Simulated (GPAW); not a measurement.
Runs of GPAW 26.7.0 on Ni. The structure is cubic, space group Fm-3m (No. 225). The conventional cell has a = 3.475 Å, b = 3.475 Å, c = 3.475 Å, α = 90.00°, β = 90.00°, γ = 90.00°. Ni (site symmetry m-3m) has 12 Ni at 2.46 Å as nearest neighbours. 

```csv
task,level,potentials or basis,cell,k mesh,optimizer,fmax,max steps,convergence,band path,gap on the mesh (eV),pressure (GPa),moment (μB),relaxed volume (Å³/atom)
relaxation of cell and atoms,PBEsol+D3(BJ),"PAW data sets generated in the run's folder for this functional, pw",relaxed,13 × 13 × 13,BFGS,0.02 eV/Å,60,density=1e-05 forces=0.0001,-,none,0.1,0.63,10.23
band structure,PBE,"GPAW PAW data sets (gpaw-data 1.2.1), pw",as given,11 × 11 × 11,-,-,-,-,"GXWKGLUWLK,UX",-,10.2,0.58,-
band structure,PBEsol,"PAW data sets generated in the run's folder for this functional, pw",as given,11 × 11 × 11,-,-,-,-,"GXWKGLUWLK,UX",-,0.3,0.58,-
relaxation of cell and atoms,PBEsol,"PAW data sets generated in the run's folder for this functional, pw",relaxed,13 × 13 × 13,BFGS,0.02 eV/Å,60,density=1e-05 forces=0.0001,-,none,0.2,0.63,(a)
```

Alike in all rows: spin collinear, ferromagnetic start; cutoff (eV) 600; smearing fermi-dirac 0.05 eV.

Task: Estimate the missing entries.

Result: (a) 10.51.

Caveats: the stock nickel data set gives pressures a few GPa off other programs; each step starts from the last one's moments, so a moment once lost doesn't come back (some runs); later steps reuse the first step's grids (some runs); pairwise dispersion overbinds metals, which lowers pressure and volume (some runs).

A gap of «none» marks a metal or a gap under the smearing width.
